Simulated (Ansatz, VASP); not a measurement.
## One calculation of Pt, two programs

The input INCAR:

```
  ALGO = Normal
  EDIFF = 1E-7
  ENCUT = 520
  ISIF = 2
  ISMEAR = -1
  LASPH = T
  LCHARG = F
  LREAL = F
  LWAVE = F
  NBANDS = 11
  NELM = 80
  PREC = Accurate
  SIGMA = 0.1
```

The input KPOINTS:

```
k-points
0
Gamma
  19 19 19
```

File POSCAR:

```
Pt
1.0
   -1.4402439000      1.4402439000      1.4402439000
    1.4402439000     -1.4402439000      1.4402439000
    1.4402439000      1.4402439000     -1.4402439000
Pt
1
Direct
    0.0000000000      0.0000000000      0.0000000000
```

Input for Ansatz:

```yaml
crystal:
  lattice:
    - [-1.4402439, 1.4402439, 1.4402439]
    - [1.4402439, -1.4402439, 1.4402439]
    - [1.4402439, 1.4402439, -1.4402439]
  atoms:
    - { symbol: Pt, position: [0.0, 0.0, 0.0] }
kpoints:
  mp_grid: { grid: [19, 19, 19] }
scf:
  occupations: { method: fermi_dirac, width: 0.1 }
hamiltonian:
  xc: lda
  pseudopotentials: { kind: all_electron, lapw: { basis_error: 0.001 } }
output:
  forces: true
  stress: true
  eigenvalues: true
  populations: true
```

Change from the starting cell: volume scaled by 0.8, LAPW.

Alike in both runs: task single point; functional LDA; k mesh 19 × 19 × 19; occupations fermi-dirac, width 0.1 eV; no spin polarisation.

|  | VASP | Ansatz |
| --- | --- | --- |
| version | VASP 6.6.1 | Ansatz 0.2.0 |
| potentials or method | VASP PAW LDA potentials, release 64 (Pt) | all-electron LAPW, scalar-relativistic |
| plane-wave cutoff (eV) | 520 | see its input |

```tsv
	VASP	Ansatz	Ansatz less VASP
pressure (GPa)	119.7	117.0	-2.66
```

Ansatz ran all-electron here, so the differences hold the error of VASP's frozen core and of both bases.

Caveats: the cell as given lies far from equilibrium; so large a pressure means that the cell lies far from this level's equilibrium, or that cutoff or potentials fall short (VASP). The runs have no spin-orbit coupling, so splittings on Pt are missing.
